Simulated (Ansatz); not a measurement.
The system is Hg.

```xyz
2
Lattice="3.4618 0.0000 0.0000 -1.7309 2.9980 0.0000 0.0000 0.0000 5.4875" Properties=species:S:1:pos:R:3 pbc="T T T"
Hg    0.0000    1.9987    1.3719
Hg    1.7309    0.9993    4.1157
```

Base run:

* Program: Ansatz 0.2.0
* Functional: PBEsol
* Potentials or basis: Ansatz PAW
* Cutoff: 420 eV (not typed: the program's choice for these potentials)
* k mesh: 9 × 9 × 5
* Occupations: fermi-dirac, width 0.05 eV
* Spin: spin-orbit coupling, no magnetisation

Its results: band gap on the k mesh none (metal or under the smearing width); pressure -3.4 GPa.

The run is repeated on the same cell with these changes: spin from spin-orbit coupling, no magnetisation to no spin polarisation; potential files from those of the base run to others of the same set. What comes out?

Band gap on the k mesh none (metal or under the smearing width); pressure -2.5 GPa.

Caveats: the PAW data sets come from PBE, with cores solved anew for the run's functional, which leaves a small shift of forces and pressure; spin-orbit coupling is left out, which moves the levels of the heavy elements (some runs).
